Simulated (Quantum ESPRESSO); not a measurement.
# TiO2 (P4_2/mnm) in Quantum ESPRESSO: further runs

Aim: see how the results for TiO2 move with the level of theory and the settings. Levels: PBE, PBEsol. Tasks: single point, equation of state, band structure.

All numbers are computed with Quantum ESPRESSO 7.5; they aren't measurements. Logs are shortened: lines on timing, memory, paths and dates and some standing lists are left out, and cuts for length are marked.

**What was measured.**

From “Shallow Valence Band of Rutile GeO2 and P-type Doping”, 2020, arxiv:2011.08928, for a bulk crystal of TiO2 at 1.6 K: band gap 3.03 eV (direct).

How close the calculation comes is told below.

### 1 The crystal as given

Symmetry: P4_2/mnm, No. 136, tetragonal system. The conventional cell has a = 4.600 Å, b = 4.600 Å, c = 2.959 Å, α = 90.00°, β = 90.00°, γ = 90.00°. Around Ti (site symmetry mmm) lie 6 O at 1.95 to 1.98 Å. Around O (site symmetry m2m) lie 3 Ti at 1.95 to 1.98 Å.

The cell is a database's computed one.

### 2 Single point, PBE, 9.81 Å³/atom

The input, pw.in:

```
&CONTROL
  calculation = 'scf'
  prefix = 'pwscf'
  outdir = './tmp'
  pseudo_dir = './pseudo'
  tprnfor = .true.
  tstress = .true.
  disk_io = 'nowf'
/
&SYSTEM
  ibrav = 0
  nat = 6
  ntyp = 2
  ecutwfc = 45
  ecutrho = 360
  nbnd = 33
  occupations = 'smearing'
  smearing = 'fd'
  degauss = 0.00367493
/
&ELECTRONS
  conv_thr = 1.2d-09
  electron_maxstep = 120
  mixing_beta = 0.5
/
ATOMIC_SPECIES
Ti    47.8670 ti_pbe_v1.4.uspp.F.UPF
O     15.9990 o_pbe_v1.2.uspp.F.UPF
CELL_PARAMETERS angstrom
   4.5059367448    0.0000000000    0.0000000000
   0.0000000000    4.5059367448    0.0000000000
   0.0000000000    0.0000000000    2.8988044961
ATOMIC_POSITIONS crystal
Ti     0.0000000000    0.0000000000    0.5000000000
Ti     0.5000000000    0.5000000000    0.0000000000
O      0.3043213200    0.3043213200    0.5000000000
O      0.1956786800    0.8043213200    0.0000000000
O      0.8043213200    0.1956786800    0.0000000000
O      0.6956786800    0.6956786800    0.5000000000
K_POINTS automatic
6 6 9 0 0 0
```

Potentials or basis: GBRV 1.5 PBE.

Launch:

```console
$ OMP_NUM_THREADS=1 mpirun -n 2 pw.x -nk 2 -in pw.in > pw.out
```

pw.out:

```text
This program is part of the open-source Quantum ESPRESSO suite
     for quantum simulation of materials; please cite
[... 6 lines left out ...]
     using ibrav=0 with symmetry is DISCOURAGED, use correct ibrav instead

     K-points division:     npool     =       2
     Subspace diagonalization in iterative solution of the eigenvalue problem:
     a serial algorithm will be used

     G-vector sticks info
     --------------------
     sticks:   dense  smooth     PW     G-vecs:    dense   smooth      PW
     Sum        2085    1041    325                45805    16231    2753

     Using Slab Decomposition

     bravais-lattice index     =            0
     lattice parameter (alat)  =       8.5150  a.u.
     unit-cell volume          =     397.1785 (a.u.)^3
     number of atoms/cell      =            6
     number of atomic types    =            2
     number of electrons       =        48.00
     number of Kohn-Sham states=           33
     kinetic-energy cutoff     =      45.0000  Ry
     charge density cutoff     =     360.0000  Ry
     scf convergence threshold =      1.2E-09
     mixing beta               =       0.5000
     number of iterations used =            8  plain     mixing
     Exchange-correlation= SLA  PW   PBE  PBE
                           (   1   4   3   4   0   0   0)

     celldm(1)=   8.514986  celldm(2)=   0.000000  celldm(3)=   0.000000
     celldm(4)=   0.000000  celldm(5)=   0.000000  celldm(6)=   0.000000

     crystal axes: (cart. coord. in units of alat)
               a(1) = (   1.000000   0.000000   0.000000 )
               a(2) = (   0.000000   1.000000   0.000000 )
               a(3) = (   0.000000   0.000000   0.643330 )

     reciprocal axes: (cart. coord. in units 2 pi/alat)
               b(1) = (  1.000000  0.000000  0.000000 )
               b(2) = (  0.000000  1.000000  0.000000 )
               b(3) = (  0.000000  0.000000  1.554412 )

     PseudoPot. # 1 for Ti read from file:
     ti_pbe_v1.4.uspp.F.UPF
     Pseudo is Ultrasoft + core correction, Zval = 12.0
     Generated by new atomic code, or converted to UPF format
     Using radial grid of  851 points,  6 beta functions with:
                l(1) =   0
                l(2) =   0
                l(3) =   1
                l(4) =   1
                l(5) =   2
                l(6) =   2
     Q(r) pseudized with  6 coefficients,  rinner =    1.000   1.000   1.000
                                                       1.000   1.000

     PseudoPot. # 2 for O  read from file:
     o_pbe_v1.2.uspp.F.UPF
     Pseudo is Ultrasoft + core correction, Zval =  6.0
     Generated by new atomic code, or converted to UPF format
     Using radial grid of  737 points,  5 beta functions with:
                l(1) =   0
                l(2) =   0
                l(3) =   1
                l(4) =   1
                l(5) =   2
     Q(r) pseudized with  8 coefficients,  rinner =    0.900   0.900   0.900
                                                       0.900   0.900

     atomic species   valence    mass     pseudopotential
     Ti               12.00    47.86700     Ti( 1.00)
     O                 6.00    15.99900     O ( 1.00)

     16 Sym. Ops., with inversion, found ( 8 have fractional translation)

   Cartesian axes

     site n.     atom                  positions (alat units)
         1        Ti     tau(   1) = (   0.0000000   0.0000000   0.3216650  )
         2        Ti     tau(   2) = (   0.5000000   0.5000000   0.0000000  )
         3        O      tau(   3) = (   0.3043213   0.3043213   0.3216650  )
         4        O      tau(   4) = (   0.1956787   0.8043213   0.0000000  )
         5        O      tau(   5) = (   0.8043213   0.1956787   0.0000000  )
         6        O      tau(   6) = (   0.6956787   0.6956787   0.3216650  )

     number of k points=    50  Fermi-Dirac smearing, width (Ry)=  0.0037
                       cart. coord. in units 2pi/alat
        k(    1) = (   0.0000000   0.0000000   0.0000000), wk =   0.0061728
        k(    2) = (   0.0000000   0.0000000   0.1727125), wk =   0.0123457
        k(    3) = (   0.0000000   0.0000000   0.3454249), wk =   0.0123457
        k(    4) = (   0.0000000   0.0000000   0.5181374), wk =   0.0123457
        k(    5) = (   0.0000000   0.0000000   0.6908498), wk =   0.0123457
        k(    6) = (   0.0000000   0.1666667   0.0000000), wk =   0.0246914
[... 42 lines left out ...]
        k(   49) = (  -0.5000000  -0.5000000   0.5181374), wk =   0.0123457
        k(   50) = (  -0.5000000  -0.5000000   0.6908498), wk =   0.0123457

     Dense  grid:    45805 G-vectors     FFT dimensions: (  54,  54,  36)

     Smooth grid:    16231 G-vectors     FFT dimensions: (  40,  40,  24)

     Check: negative core charge=   -0.000012

     Initial potential from superposition of free atoms

     starting charge      45.9999, renormalised to      48.0000

     negative rho (up, down):  1.863E-03 0.000E+00
     Starting wfcs are   36 randomized atomic wfcs

     Self-consistent Calculation

     iteration #  1     ecut=    45.00 Ry     beta= 0.50
     Davidson diagonalization with overlap
     ethr =  1.00E-02,  avg # of iterations =  2.0

     negative rho (up, down):  3.320E-03 0.000E+00

     total energy              =    -367.91129964 Ry
     estimated scf accuracy    <       1.22073446 Ry

     iteration #  2     ecut=    45.00 Ry     beta= 0.50
     Davidson diagonalization with overlap
     ethr =  2.54E-03,  avg # of iterations =  3.9
[... 78 lines left out ...]
     iteration # 11     ecut=    45.00 Ry     beta= 0.50
     Davidson diagonalization with overlap
     ethr =  2.84E-12,  avg # of iterations =  3.4

     negative rho (up, down):  1.847E-03 0.000E+00

     End of self-consistent calculation

          k = 0.0000 0.0000 0.0000 (  1991 PWs)   bands (ev):

   -46.6387 -46.6154 -23.0323 -23.0323 -22.8190 -22.8190 -22.7615 -22.7152
    -8.4272  -7.1672  -6.2648  -6.2648   4.0005   4.3601   4.7066   5.9952
     5.9952   7.3738   7.3738   8.0040   9.3375   9.5713   9.5713  10.0315
    12.0496  12.3843  12.6317  12.7479  12.7479  14.9206  15.0155  17.1987
    17.1987

          k = 0.0000 0.0000 0.1727 (  2003 PWs)   bands (ev):
[... 385 lines left out ...]
   -46.5745 -46.5745 -23.2902 -23.2902 -22.8675 -22.8675 -22.8142 -22.8142
    -6.9958  -6.9958  -6.6650  -6.6650   4.9887   4.9887   5.3130   5.3130
     6.3378   6.3378   7.2762   7.2762   8.5917   8.5917   9.3258   9.3258
    12.8835  12.8835  13.4759  13.4759  13.5223  13.5223  16.5117  16.5117
    16.6242

     the Fermi energy is    11.0190 ev

!    total energy              =    -368.42709902 Ry
     estimated scf accuracy    <          1.4E-11 Ry
     smearing contrib. (-TS)   =      -0.00000000 Ry
     internal energy E=F+TS    =    -368.42709902 Ry

     The total energy is F=E-TS. E is the sum of the following terms:
     one-electron contribution =    -117.19119169 Ry
     hartree contribution      =      83.93018196 Ry
     xc contribution           =     -65.57506011 Ry
     ewald contribution        =    -269.59102919 Ry

     convergence has been achieved in  11 iterations

     negative rho (up, down):  1.847E-03 0.000E+00

     Forces acting on atoms (cartesian axes, Ry/au):

     atom    1 type  1   force =     0.00000000    0.00000000    0.00000000
     atom    2 type  1   force =     0.00000000    0.00000000   -0.00000000
     atom    3 type  2   force =    -0.00882167   -0.00882167    0.00000000
     atom    4 type  2   force =     0.00882167   -0.00882167    0.00000000
     atom    5 type  2   force =    -0.00882167    0.00882167    0.00000000
     atom    6 type  2   force =     0.00882167    0.00882167    0.00000000

     Total force =     0.024951     Total SCF correction =     0.000001

     Computing stress (Cartesian axis) and pressure

     negative rho (up, down):  1.847E-03 0.000E+00
          total   stress  (Ry/bohr**3)                   (kbar)     P=      219.68
   0.00141351   0.00000000   0.00000000          207.93        0.00        0.00
   0.00000000   0.00141351   0.00000000            0.00      207.93        0.00
   0.00000000   0.00000000   0.00165303            0.00        0.00      243.17

=------------------------------------------------------------------------------=
   JOB DONE.
=------------------------------------------------------------------------------=
```

Wall time 28 s (2 MPI ranks of Arm Neoverse V2, shared host); peak memory 0.38 GiB.

Results:

| Quantity | Value |
| --- | --- |
| Free energy | -5012.7060 eV |
| Pressure | 22.0 GPa |
| Largest force | 0.321 eV/Å |
| Band gap on the k mesh | 2.02 eV, direct |

Caveat: an odd mesh through Γ misses points on the zone boundary, where band edges often lie.

### 3 Single point, PBE, 10.02 Å³/atom

Changes to pw.in since step 2:

```diff
@@ -29,5 +29,5 @@
 CELL_PARAMETERS angstrom
-   4.5059367448    0.0000000000    0.0000000000
-   0.0000000000    4.5059367448    0.0000000000
-   0.0000000000    0.0000000000    2.8988044961
+   4.5376697393    0.0000000000    0.0000000000
+   0.0000000000    4.5376697393    0.0000000000
+   0.0000000000    0.0000000000    2.9192192849
 ATOMIC_POSITIONS crystal
```

Potentials or basis: GBRV 1.5 PBE.

Launch:

```console
$ OMP_NUM_THREADS=1 mpirun -n 2 pw.x -nk 2 -in pw.in > pw.out
```

Wall time 27 s (2 MPI ranks of Arm Neoverse V2, shared host); peak memory 0.32 GiB.

The run converged. Its results:

| Quantity | Value |
| --- | --- |
| Free energy | -5012.8535 eV |
| Pressure | 15.5 GPa |
| Largest force | 0.208 eV/Å |
| Band gap on the k mesh | 1.97 eV, direct |

Caveat: an odd mesh through Γ misses points on the zone boundary, where band edges often lie.

### 4 Single point, PBE, 10.23 Å³/atom

Changes to pw.in since step 3:

```diff
@@ -29,5 +29,5 @@
 CELL_PARAMETERS angstrom
-   4.5376697393    0.0000000000    0.0000000000
-   0.0000000000    4.5376697393    0.0000000000
-   0.0000000000    0.0000000000    2.9192192849
+   4.5689650023    0.0000000000    0.0000000000
+   0.0000000000    4.5689650023    0.0000000000
+   0.0000000000    0.0000000000    2.9393524679
 ATOMIC_POSITIONS crystal
```

Launch:

```console
$ OMP_NUM_THREADS=1 mpirun -n 2 pw.x -nk 2 -in pw.in > pw.out
```

Run time: 32 s. Hardware: 2 MPI ranks of Arm Neoverse V2, shared host; peak memory 0.32 GiB.

Results (log left out):

| Quantity | Value |
| --- | --- |
| Free energy | -5012.9533 eV |
| Pressure | 9.8 GPa |
| Largest force | 0.103 eV/Å |
| Band gap on the k mesh | 1.91 eV, direct |

Caveat: an odd mesh through Γ misses points on the zone boundary, where band edges often lie.

### 5 Single point, PBE, 10.44 Å³/atom

Changes to pw.in since step 4:

```diff
@@ -29,5 +29,5 @@
 CELL_PARAMETERS angstrom
-   4.5689650023    0.0000000000    0.0000000000
-   0.0000000000    4.5689650023    0.0000000000
-   0.0000000000    0.0000000000    2.9393524679
+   4.5998373239    0.0000000000    0.0000000000
+   0.0000000000    4.5998373239    0.0000000000
+   0.0000000000    0.0000000000    2.9592135600
 ATOMIC_POSITIONS crystal
```

Launch:

```console
$ OMP_NUM_THREADS=1 mpirun -n 2 pw.x -nk 2 -in pw.in > pw.out
```

Wall time 30 s (2 MPI ranks of Arm Neoverse V2, shared host); peak memory 0.32 GiB.

The run converged. Its results:

```yaml
Free_energy: -5013.0101 eV
Pressure: 4.5 GPa
Largest_force: 0.006 eV/Å
Band_gap_on_the_k_mesh: 1.86 eV, direct
```

Caveat: an odd mesh through Γ misses points on the zone boundary, where band edges often lie.

### 6 Single point, PBE, 10.64 Å³/atom

Changes to pw.in since step 5:

```diff
@@ -29,5 +29,5 @@
 CELL_PARAMETERS angstrom
-   4.5998373239    0.0000000000    0.0000000000
-   0.0000000000    4.5998373239    0.0000000000
-   0.0000000000    0.0000000000    2.9592135600
+   4.6303007105    0.0000000000    0.0000000000
+   0.0000000000    4.6303007105    0.0000000000
+   0.0000000000    0.0000000000    2.9788115719
 ATOMIC_POSITIONS crystal
```

Potentials or basis: GBRV 1.5 PBE.

Launch:

```console
$ OMP_NUM_THREADS=1 mpirun -n 2 pw.x -nk 2 -in pw.in > pw.out
```

It took 34 s on 2 MPI ranks of Arm Neoverse V2, shared host; peak memory 0.34 GiB.

It converged, with:

* Free energy: -5013.0281 eV
* Pressure: -0.2 GPa
* Largest force: 0.085 eV/Å
* Band gap on the k mesh: 1.81 eV, direct

Caveat: an odd mesh through Γ misses points on the zone boundary, where band edges often lie.

### 7 Single point, PBE, 10.85 Å³/atom

Changes to pw.in since step 6:

```diff
@@ -29,5 +29,5 @@
 CELL_PARAMETERS angstrom
-   4.6303007105    0.0000000000    0.0000000000
-   0.0000000000    4.6303007105    0.0000000000
-   0.0000000000    0.0000000000    2.9788115719
+   4.6603684408    0.0000000000    0.0000000000
+   0.0000000000    4.6603684408    0.0000000000
+   0.0000000000    0.0000000000    2.9981550462
 ATOMIC_POSITIONS crystal
```

Launch:

```console
$ OMP_NUM_THREADS=1 mpirun -n 2 pw.x -nk 2 -in pw.in > pw.out
```

Wall time 37 s (2 MPI ranks of Arm Neoverse V2, shared host); peak memory 0.34 GiB.

Results (log left out):

```
Free energy            : -5013.0111 eV
Pressure               : -4.4 GPa
Largest force          : 0.170 eV/Å
Band gap on the k mesh : 1.77 eV, direct
```

Caveat: an odd mesh through Γ misses points on the zone boundary, where band edges often lie.

### 8 Single point, PBE, 11.06 Å³/atom

Changes to pw.in since step 7:

```diff
@@ -29,5 +29,5 @@
 CELL_PARAMETERS angstrom
-   4.6603684408    0.0000000000    0.0000000000
-   0.0000000000    4.6603684408    0.0000000000
-   0.0000000000    0.0000000000    2.9981550462
+   4.6900531165    0.0000000000    0.0000000000
+   0.0000000000    4.6900531165    0.0000000000
+   0.0000000000    0.0000000000    3.0172520901
 ATOMIC_POSITIONS crystal
```

Launch:

```console
$ OMP_NUM_THREADS=1 mpirun -n 2 pw.x -nk 2 -in pw.in > pw.out
```

Run time: 39 s. Hardware: 2 MPI ranks of Arm Neoverse V2, shared host; peak memory 0.34 GiB.

Results (log left out):

```
Free energy            : -5012.9627 eV
Pressure               : -8.2 GPa
Largest force          : 0.248 eV/Å
Band gap on the k mesh : 1.72 eV, direct
```

Caveat: an odd mesh through Γ misses points on the zone boundary, where band edges often lie.

### 9 Equation of state, PBE

Potentials or basis: GBRV 1.5 PBE.

No new run: the results of the series are fitted here.

What came out:

```yaml
Equilibrium_volume: 10.64 Å³/atom
Bulk_modulus_at_fixed_shape_and_positions: 228 GPa
Pressure_derivative_of_the_bulk_modulus: 4.3
```

Energy against volume, from the lowest point:
```csv
volume (Å³/atom),energy (meV/atom)
9.809,53.67
10.018,29.09
10.227,12.46
10.435,2.99
10.644,0.00
10.853,2.82
11.062,10.90
```

Caveat: the cell was scaled at fixed shape and fractional positions, which overstates the stiffness of a crystal with free parameters, most of all of layers and chains.

(Part 1 of 2 ends here.)
